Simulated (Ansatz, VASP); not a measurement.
# CaO (Lime) in two plane-wave programs, part 2 of 2

Aim: how closely do two programs agree when they are given the same cell, functional and k mesh? The cell is taken from a series of VASP runs on this material, whose earlier steps may have relaxed, scaled or displaced it; both programs get it as it stands.

VASP 6.6.1 and Ansatz 0.2.0.

So far: Starting point; VASP: band structure, PBE0; Ansatz: band structure, PBE0.

**4. Differences**

Known differences besides the potentials themselves: exact exchange at q = 0 is treated differently, which shows on coarse meshes; VASP keeps PBE cores, Ansatz makes them for the functional; the cutoff is 420 eV in Ansatz and 460 eV in VASP; VASP takes a coarser grid for exact exchange (PRECFOCK = Fast). Total energies have different zeros and are not compared.

Both answers:

```
                     quantity  Ansatz   VASP  difference
gap over the path points (eV)   6.056  6.040      +0.016
```

Levels at points of the path, from each program's valence-band top (eV; 3 filled, then empty):

```
k (reciprocal lattice)                              Ansatz                                VASP
     0.000 0.000 0.000       0.00 0.00 0.00 6.93 8.95 8.95       0.00 0.00 0.00 6.90 8.95 8.95
     0.500 0.000 0.500  -1.47 -0.43 -0.43 6.06 10.88 11.88  -1.47 -0.43 -0.43 6.04 10.88 11.89
     0.500 0.222 0.722   -1.36 -1.24 -1.08 8.45 9.44 11.30   -1.37 -1.24 -1.08 8.45 9.44 11.30
     0.403 0.347 0.750  -1.44 -1.34 -0.87 7.72 10.61 11.45  -1.45 -1.34 -0.87 7.71 10.62 11.46
     0.125 0.125 0.250    -1.24 -0.59 -0.28 8.46 8.64 9.46    -1.25 -0.60 -0.28 8.45 8.64 9.46
     0.278 0.278 0.278   -1.85 -0.79 -0.79 8.94 9.55 10.22   -1.87 -0.80 -0.80 8.93 9.54 10.22
     0.556 0.389 0.556  -2.44 -1.24 -1.16 9.36 10.01 11.51  -2.45 -1.25 -1.17 9.36 10.01 11.52
     0.583 0.250 0.667  -1.43 -1.33 -0.89 7.81 10.42 11.42  -1.44 -1.33 -0.90 7.80 10.43 11.43
     0.500 0.306 0.694   -1.64 -1.18 -1.09 9.04 9.06 11.44   -1.65 -1.18 -1.10 9.04 9.06 11.45
     0.486 0.486 0.528  -2.80 -1.26 -1.25 9.79 10.59 11.36  -2.82 -1.27 -1.27 9.78 10.59 11.36
```

Among the levels compared at these points, filled levels agree within 18 meV and empty ones within 25 meV.

**5. VASP: band structure, r2SCAN-EpsX with an exact-exchange share of 0.26**

The same path points are solved in both programs, so levels can be compared one by one.

The run reads the wave functions of an earlier VASP run, which isn't shown here.

Contents of INCAR:

```
SYSTEM = CaO
PREC = Accurate
ENCUT = 460
EDIFF = 1E-06
NELM = 100
ISMEAR = 0
SIGMA = 0.03
LREAL = .FALSE.
ALGO = Normal
LHFCALC = .TRUE.
AEXX = 0.26
METAGGA = R2SCAN
LASPH = .TRUE.
NBANDS = 14
PRECFOCK = Fast
HFRCUT = -1
LORBIT = 11
LWAVE = .FALSE.
LCHARG = .FALSE.
KPAR = 4
```

Contents of POSCAR:

```
CaO
1.0
    0.0000000000      2.4065000000      2.4065000000
    2.4065000000      0.0000000000      2.4065000000
    2.4065000000      2.4065000000      0.0000000000
Ca O
1 1
Direct
    0.0000000000      0.0000000000      0.0000000000
    0.5000000000      0.5000000000      0.5000000000
```

Contents of KPOINTS:

```
Automatic mesh
0
Gamma
5 5 5
0 0 0
```

Contents of KPOINTS_OPT:

```
Line mode
10
Line-mode
Reciprocal
  0.00000000   0.00000000   0.00000000 GAMMA
  0.50000000   0.00000000   0.50000000 X

  0.50000000   0.00000000   0.50000000 X
  0.50000000   0.25000000   0.75000000 W

  0.50000000   0.25000000   0.75000000 W
  0.37500000   0.37500000   0.75000000 K

  0.37500000   0.37500000   0.75000000 K
  0.00000000   0.00000000   0.00000000 GAMMA

  0.00000000   0.00000000   0.00000000 GAMMA
  0.50000000   0.50000000   0.50000000 L

  0.50000000   0.50000000   0.50000000 L
  0.62500000   0.25000000   0.62500000 U

  0.62500000   0.25000000   0.62500000 U
  0.50000000   0.25000000   0.75000000 W

  0.50000000   0.25000000   0.75000000 W
  0.50000000   0.50000000   0.50000000 L

  0.50000000   0.50000000   0.50000000 L
  0.37500000   0.37500000   0.75000000 K

  0.62500000   0.25000000   0.62500000 U
  0.50000000   0.00000000   0.50000000 X
```

PAW data sets: Ca_sv and O (PBE family, release 64).

On the command line:

```console
$ mpirun -np 4 vasp_std
```

Numbers of over 12 decimals in the logs are rounded to 6 here.

The program printed:

```text
[banner, memory and clock lines left out]
running    4 mpi-ranks, on    1 nodes
[...]
|                                                                             |
|               ----> ADVICE to this user running VASP <----                  |
|                                                                             |
|     You enforced a specific xc type in the INCAR file but a different       |
|     [... a line on the potential file left out ...]
|     I HOPE YOU KNOW WHAT YOU ARE DOING!                                     |
|                                                                             |

 LDA part: xc-table for (None), standard interpolation
 found WAVECAR, reading the header
 POSCAR, INCAR and KPOINTS ok, starting setup
[...]
HFRCUT set to (new)   9.404513
 reading WAVECAR
 the WAVECAR file was read successfully
 initial charge from wavefunction
 entering main loop
       N       E                     dE             d eps       ncg     rms          rms(c)
[...]
DAV:  10    -0.205161235112E+02    0.71514E-06   -0.16460E-06   268   0.134E-02
   1 F= -.20516124E+02 E0= -.20516124E+02  d E =-.850821E-46
 Start KPOINTS_OPT (optional k-point list driver)
k-point batch [1-10\100]
       N       E                     dE             ncg
DAV:   1    -0.752174530780E+03   -0.40780E+04      280
DAV:   2    -0.222626402880E+04   -0.14741E+04      352
DAV:   3    -0.231634141172E+04   -0.90077E+02      310
DAV:   4    -0.231875631368E+04   -0.24149E+01      412
DAV:   5    -0.231880205377E+04   -0.45740E-01      354
DAV:   6    -0.231880282685E+04   -0.77309E-03      404
DAV:   7    -0.231880284716E+04   -0.20304E-04      288
DAV:   8    -0.231880284767E+04   -0.50920E-06      214
[...]
k-point batch [91-100\100]
       N       E                     dE             ncg
DAV:   1    -0.876909099804E+03   -0.72945E+04      280
DAV:   2    -0.227017194697E+04   -0.13933E+04      322
DAV:   3    -0.234544207811E+04   -0.75270E+02      340
DAV:   4    -0.234783238442E+04   -0.23903E+01      444
DAV:   5    -0.234789449395E+04   -0.62110E-01      402
DAV:   6    -0.234789601114E+04   -0.15172E-02      470
DAV:   7    -0.234789608183E+04   -0.70691E-04      414
DAV:   8    -0.234789608353E+04   -0.17008E-05      364
DAV:   9    -0.234789608366E+04   -0.12670E-06      296
```

OUTCAR, selected parts (step 5):

```text
 POSITION                                       TOTAL-FORCE (eV/Angst)
 -----------------------------------------------------------------------------------
      0.00000      0.00000      0.00000         0.000000     -0.000000     -0.000000
      2.40650      2.40650      2.40650        -0.000000      0.000000      0.000000
 -----------------------------------------------------------------------------------
    total drift:                                0.000000     -0.000000     -0.000000

  FREE ENERGIE OF THE ION-ELECTRON SYSTEM (eV)
  ---------------------------------------------------
  free  energy   TOTEN  =       -20.5161235112 eV

  energy  without entropy=      -20.5161235112  energy(sigma->0) =      -20.51612351

[... 2 parts as in an earlier step ...]

[... 1 further part left out ...]
[key lines of the parts left out:]
E-fermi :   0.8787
```

**6. Ansatz: band structure, r2SCAN-EpsX with an exact-exchange share of 0.26**

The same cell, functional, mesh and smearing now go to Ansatz, which takes its cutoff from its data sets.

The cell is taken from a series of VASP runs on this material, whose earlier steps may have relaxed, scaled or displaced it; both programs get it as it stands.

Contents of input.yaml:

```yaml
crystal:
  lattice:
    - [0.0, 2.4065, 2.4065]
    - [2.4065, 0.0, 2.4065]
    - [2.4065, 2.4065, 0.0]
  atoms:
    - { symbol: Ca, position: [0.0, 0.0, 0.0] }
    - { symbol: O, position: [0.5, 0.5, 0.5] }
hamiltonian:
  xc: { exchange: r2scan, correlation: r2scan, exx: { coeff: 0.26 } }
  pseudopotentials: { kind: paw }
kpoints:
  mp_grid: { grid: [5, 5, 5] }
  band_path:
    path:
      - [0.0, 0.0, 0.0]
      - [0.5, 0.0, 0.5]
      - [0.5, 0.22222, 0.72222]
      - [0.40278, 0.34722, 0.75]
      - [0.125, 0.125, 0.25]
      - [0.27778, 0.27778, 0.27778]
      - [0.55556, 0.38889, 0.55556]
      - [0.58333, 0.25, 0.66667]
      - [0.5, 0.30556, 0.69444]
      - [0.48611, 0.48611, 0.52778]
      - [0.625, 0.25, 0.625]
      - [0.5, 0.0, 0.5]
    npoints: 1
scf:
  occupations: { method: gaussian, width: 0.03 }
  n_extra_bands: 7
output:
  forces: true
  stress: true
  eigenvalues: true
```

On the command line:

```console
$ ansatz run input.yaml --threads 4 --pin off --max-ram 9216MiB --backend cpu --events-out ev --progress --plain --runs-dir out
```

The program printed:

```text
[...]
Crystal: 2 atoms, lattice volume = 27.873 Å³
Basis set: ecut = 500 eV, 725 PW (Γ), exchange–correlation on 100×100×100 points (64 copies of the dense FFT grid, shifted against one another)
Bands: 15, of which v1, the nominal top of the filled ones, is band 8 counted from 1 (7 counted from 0)
Symmetry: 48 space group operations
[...]
k-points: 10 of 125
[...]
--- Band table (eV; the first three rows and the last of 10) ---
  k-point 0: bands = [... 4 lower, -11.7976, 5.8932, 5.8932, 5.8932, 13.3668, 15.3687, 15.3687, 15.3687, ... 3 higher]
  k-point 1: bands = [... 4 lower, -11.1730, 4.7231, 5.4110, 5.4110, 14.9111, 15.3183, 16.0916, 16.0916, ... 3 higher]
  k-point 2: bands = [... 4 lower, -10.4552, 3.2924, 4.7424, 4.7424, 15.9067, 17.0372, 17.5286, 17.5286, ... 3 higher]
  k-point 9: bands = [... 4 lower, -10.9572, 4.1598, 4.7746, 4.9248, 14.5934, 16.3692, 17.9013, 18.7756, ... 3 higher]
[key lines of the parts left out:]
Free energy (F): -2393.429409 eV
Fermi energy:    9.252824 eV
P = ⅓ Tr σ = -2.5173 GPa (-25.173 kbar)
```

Run time: 6.7 s. Hardware: 4 threads of Intel Xeon Gold 6455B (Sapphire Rapids), shared host; peak memory 0.72 GiB.

**7. Comparison**

What differs besides the data sets and the points named for the pairs above, as far as they apply: the cutoff is 500 eV in Ansatz and 460 eV in VASP. Total energies have different zeros and are not compared.

Compared:

```
                     quantity  Ansatz   VASP  difference
gap over the path points (eV)   6.517  6.505      +0.011
```

Levels at points of the path, from each program's valence-band top (eV; 3 filled, then empty):

```
k (reciprocal lattice)                               Ansatz                                 VASP
     0.000 0.000 0.000        0.00 0.00 0.00 7.47 9.48 9.48        0.00 0.00 0.00 7.46 9.48 9.48
     0.500 0.000 0.500   -1.47 -0.43 -0.43 6.52 11.50 12.54   -1.46 -0.43 -0.43 6.51 11.49 12.53
     0.500 0.222 0.722    -1.35 -1.23 -1.07 8.95 9.97 11.92    -1.36 -1.23 -1.07 8.95 9.97 11.91
     0.403 0.347 0.750   -1.43 -1.33 -0.86 8.21 11.16 12.07   -1.43 -1.33 -0.87 8.20 11.17 12.07
     0.125 0.125 0.250     -1.23 -0.59 -0.28 9.02 9.15 9.99    -1.23 -0.59 -0.28 9.01 9.16 10.00
     0.278 0.278 0.278   -1.83 -0.79 -0.79 9.45 10.11 10.77   -1.84 -0.80 -0.80 9.46 10.11 10.78
     0.556 0.389 0.556   -2.42 -1.23 -1.15 9.88 10.55 12.09   -2.43 -1.24 -1.16 9.88 10.55 12.11
     0.583 0.250 0.667   -1.42 -1.32 -0.89 8.30 10.97 12.04   -1.43 -1.32 -0.90 8.30 10.98 12.04
     0.500 0.306 0.694    -1.64 -1.17 -1.09 9.55 9.58 12.06    -1.64 -1.17 -1.09 9.55 9.58 12.06
     0.486 0.486 0.528  -2.79 -1.25 -1.25 10.32 11.14 11.94  -2.80 -1.26 -1.26 10.32 11.14 11.96
```

Among the levels compared at these points, filled levels agree within 12 meV and empty ones within 19 meV.

**8. What came out**

* difference in gap over the path points (band structure, PBE0): 0.016 eV
* difference in gap over the path points (band structure, r2SCAN-EpsX with an exact-exchange share of 0.26): 0.011 eV

The difference in gap over the path points is 0.016 eV (band structure, PBE0), within the 0.08 eV picked in this series as the mark of a large difference. How closely two codes agree says nothing of how well the functional describes the real material.

[Lines on the potential files, build, host, timing and source positions are cut from VASP's logs without a mark.]

[Logs are printed without paths, hosts, clocks, repeated set-up lines and the standing remarks that a program may print on its own settings, such as how far it seeks lower states.]

[Hosts, paths, dates, database ids (printed as entryN), source tags and the programs' standing remarks are cut or masked in the printed files.]
